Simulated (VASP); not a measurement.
# TaN (P-6m2) in VASP: notebook, part 2 of 2

VASP 6.6.1.

**3. Relaxation of cell and atoms, LDA**

Contents of INCAR:

```
ALGO = Normal ; EDIFF = 1E-6
EDIFFG = -0.005 ; ENCUT = 600
GGA = CA ; IBRION = 2
ISIF = 3 ; ISMEAR = 0
LASPH = T ; LCHARG = F
LREAL = F ; LWAVE = F
NELM = 100 ; NSW = 100
PREC = Accurate ; SIGMA = 0.1
```

Contents of KPOINTS:

```
k-points
0
Gamma
  18 18 14
```

Contents of POSCAR:

```
TaN
1.0
    2.9065949786      0.0000000000      0.0000000000
   -1.4532974893      2.5171850900      0.0000000000
    0.0000000000      0.0000000000      2.8531172886
Ta N
1 1
Direct
    0.3333333333      0.6666666667      0.5000000000
    0.0000000000      0.0000000000      0.0000000000
```

Potentials or basis: VASP PAW LDA potentials, release 64 (Ta_pv, N).

Started as:

```
cat potpaw_LDA.64/Ta_pv/POTCAR potpaw_LDA.64/N/POTCAR > POTCAR
mpirun -np 1 vasp_std > vasp.out
```

OUTCAR:

```text
EDIFF = 1E-6
   EDIFFG = -0.005
   ENCUT = 600
   GGA = CA
   IBRION = 2
   ISIF = 3
   ISMEAR = 0
   LASPH = T
   LREAL = F
   NELM = 100
   NSW = 100
   PREC = Accurate

 ion  position               nearest neighbor table
   1  0.333  0.667  0.500-   2 2.20   2 2.20   2 2.20   2 2.20   2 2.20   2 2.20
   2  0.000  0.000  0.000-   1 2.20   1 2.20   1 2.20   1 2.20   1 2.20   1 2.20

  LATTYP: Found a hexagonal cell.
 ALAT       =     2.9065949786
 C/A-ratio  =     0.9816012584

  Lattice vectors:

 A1 = (   2.9065949786,   0.0000000000,   0.0000000000)
 A2 = (  -1.4532974893,   2.5171850900,   0.0000000000)
 A3 = (   0.0000000000,   0.0000000000,   2.8531172886)

Analysis of symmetry for initial positions (statically):
=====================================================================
[... 451 lines left out ...]
      5       3.7359      2.00000
      6       3.7359      2.00000
      7       4.0762      2.00000
      8       5.5009      2.00000
      9      10.9798      0.00000
     10      12.1141      0.00000
     11      12.1141      0.00000
     12      12.4949      0.00000
[... 331 lines left out ...]
 k-point    24 :       0.3889    0.1111    0.0000
  band No.  band energies     occupation
      1     -26.9578      2.00000
      2     -26.2115      2.00000
      3     -25.9862      2.00000
      4      -6.8705      2.00000
      5       0.2156      2.00000
      6       3.1481      2.00000
      7       4.0956      2.00000
      8       6.0715      2.00000
      9      10.7336      0.00000
     10      11.5844      0.00000
     11      13.1561      0.00000
     12      14.6191      0.00000

 [... further k-points ...]

------------------------ aborting loop because EDIFF is reached ----------------------------------------

  FORCE on cell =-STRESS in cart. coord.  units (eV):
  Direction    XX          YY          ZZ          XY          YZ          ZX
  --------------------------------------------------------------------------------------
  -------------------------------------------------------------------------------------
  Total        0.0073753      0.0073753      0.0082675      0.0000000      0.0000000      0.0000000
  in kB        0.5635810      0.5635810      0.6317538      0.0000000      0.0000000      0.0000000
  external PRESSURE =       0.5863053 kB  Pullay stress =       0.0000000 kB
[... 17 lines left out ...]
  FREE ENERGIE OF THE ION-ELECTRON SYSTEM (eV)
  ---------------------------------------------------
  free  energy   TOTEN  =       -24.7186860151 eV

  energy  without entropy=      -24.7184283126  energy(sigma->0) =      -24.71855716

 reached required accuracy - stopping structural energy minimisation
```

OSZICAR:

```text
N       E                     dE             d eps       ncg     rms          rms(c)
DAV:   1     0.953581915286E+02    0.95358E+02   -0.10189E+04  7104   0.158E+03
DAV:   2    -0.234644428845E+02   -0.11882E+03   -0.11221E+03  8080   0.359E+02
DAV:   3    -0.272139300796E+02   -0.37495E+01   -0.36900E+01  8744   0.565E+01
[... 48 lines left out ...]
       N       E                     dE             d eps       ncg     rms          rms(c)
DAV:   1    -0.247186904975E+02   -0.68121E-05   -0.25607E-04  7120   0.160E-01    0.115E-02
DAV:   2    -0.247186871769E+02    0.33206E-05   -0.44991E-06  8200   0.214E-02    0.643E-03
DAV:   3    -0.247186860182E+02    0.11587E-05   -0.18665E-06  7188   0.118E-02    0.180E-03
DAV:   4    -0.247186860151E+02    0.30434E-08   -0.10379E-07  3564   0.306E-03
   8 F= -.24718686E+02 E0= -.24718557E+02  d E =-.481646E-05
```

CONTCAR:

```text
TaN
   1.00000000000000
     2.9113949363380076    0.0000000000000000    0.0000000000000000
    -1.4556974681690038    2.5213419753383057    0.0000000000000000
     0.0000000000000000    0.0000000000000000    2.8562884121552718
  Ta              N
     1     1
Direct
     0.3333333332999970    0.6666666667000030    0.5000000000000000
     0.0000000000000000    0.0000000000000000    0.0000000000000000

  0.00000000E+00  0.00000000E+00  0.00000000E+00
  0.00000000E+00  0.00000000E+00  0.00000000E+00
```

Run time: 69 s. Hardware: 1 thread of Intel Xeon 6975P-C (Granite Rapids), shared host; peak memory 0.22 GiB.

Results:

* Free energy: -24.7187 eV
* Relaxed volume: 10.48 Å³/atom
* Relaxed cell: a = 2.911 Å, b = 2.911 Å, c = 2.856 Å, α = 90.00°, β = 90.00°, γ = 120.00°
* Space group after relaxing (to 0.05 Å): P-6m2 (No. 187)
* Energy gained by relaxing: 0.3 meV/atom
* Ionic steps: 8
* Pressure after relaxing: 0.1 GPa
* Band gap on the k mesh: none (metal or under the smearing width)

Step by step:
```csv
step,energy change (eV),largest force (eV/Å),pressure (GPa),volume (Å³)
1,0.0000,0.0000,1.74,20.87
2,0.0029,0.0000,-4.38,21.22
3,-0.0005,0.0000,-0.02,20.97
4,-0.0005,0.0000,-0.02,20.97
5,-0.0005,0.0000,0.17,20.96
6,-0.0005,0.0000,0.07,20.97
7,-0.0005,0.0000,0.06,20.97
8,-0.0005,0.0000,0.06,20.97
```

Final structure:
```xyz
2
Lattice="2.9114 0.0000 0.0000 -1.4557 2.5213 0.0000 0.0000 0.0000 2.8563" Properties=species:S:1:pos:R:3 pbc="T T T"
Ta    0.0000    1.6809    1.4281
N     0.0000    0.0000    0.0000
```

The run has no spin-orbit coupling, so splittings on Ta are missing.

**4. Single point, LDA**

This run uses another cell than the first one, of 10.78 Å³/atom, 1.033 times its volume.

Contents of INCAR:

```
  PREC = Accurate
  ENCUT = 520
  EDIFF = 1E-6
  ISMEAR = 0
  SIGMA = 0.1
  LREAL = F
  LASPH = T
  NELM = 100
  ALGO = Fast
  ISIF = 2
  LWAVE = F
  LCHARG = F
  NBANDS = 15
```

Contents of KPOINTS:

```
Automatic mesh
0
Gamma
  9 9 6
```

Contents of POSCAR:

```
TaN
1.0
    2.9380000000      0.0000000000      0.0000000000
   -1.4690000000      2.5443826363      0.0000000000
    0.0000000000      0.0000000000      2.8830000000
Ta N
1 1
Direct
    0.3333333333      0.6666666667      0.5000000000
    0.0000000000      0.0000000000      0.0000000000
```

Started as:

```
cat potpaw_LDA.64/Ta_pv/POTCAR potpaw_LDA.64/N/POTCAR > POTCAR
mpirun -np 1 vasp_std > vasp.out
```

It took 5.2 s on 1 thread of Intel Xeon 6975P-C (Granite Rapids), shared host; peak memory 0.13 GiB.

The run converged. Its results:

```yaml
Free_energy: -24.7019 eV
Pressure: -9.8 GPa
Band_gap_on_the_k_mesh: none (metal or under the smearing width)
```

Stress tensor (GPa, compression positive):
```
 -9.16   0.00   0.00
  0.00  -9.16   0.00
  0.00   0.00 -11.09
```

Levels at points of the mesh, in eV from the Fermi level:
| k point | band 4 | band 5 | band 6 | band 7 | band 8 | band 9 | band 10 | band 11 | band 12 | band 13 |
| --- | --- | --- | --- | --- | --- | --- | --- | --- | --- | --- |
| (0.00, 0.00, 0.00) | -17.71 | -4.72 | -4.72 | -4.37 | -3.05 | 2.19 | 3.41 | 3.41 | 3.76 | 3.76 |
| (0.00, 0.00, 0.50) | -14.98 | -9.48 | -3.91 | -3.91 | -0.29 | -0.29 | 2.26 | 3.10 | 3.10 | 8.12 |

Caveat: the k mesh is coarse (spacing up to 0.36 Å⁻¹), so the values aren't converged. The run has no spin-orbit coupling, so splittings on Ta are missing.

**5. Overview**

```csv
task,cell,k mesh,cutoff (eV),mesh quality,gap on the mesh (eV),pressure (GPa)
single point,"P-6m2, 10.43 Å³/atom",18 × 18 × 14,520,not flagged,none,2.0
relaxation of cell and atoms,relaxed,18 × 18 × 14,600,not flagged,none,0.1
single point,"P-6m2, 10.78 Å³/atom",9 × 9 × 6,520,coarse,none,-9.8
```

Alike in all rows: level LDA; potentials or basis VASP PAW LDA potentials, release 64 (Ta_pv, N); no spin polarisation; smearing gaussian 0.1 eV.

Caveats: some runs use coarse meshes.

Absolute energies hang on the potentials; compare differences alone.
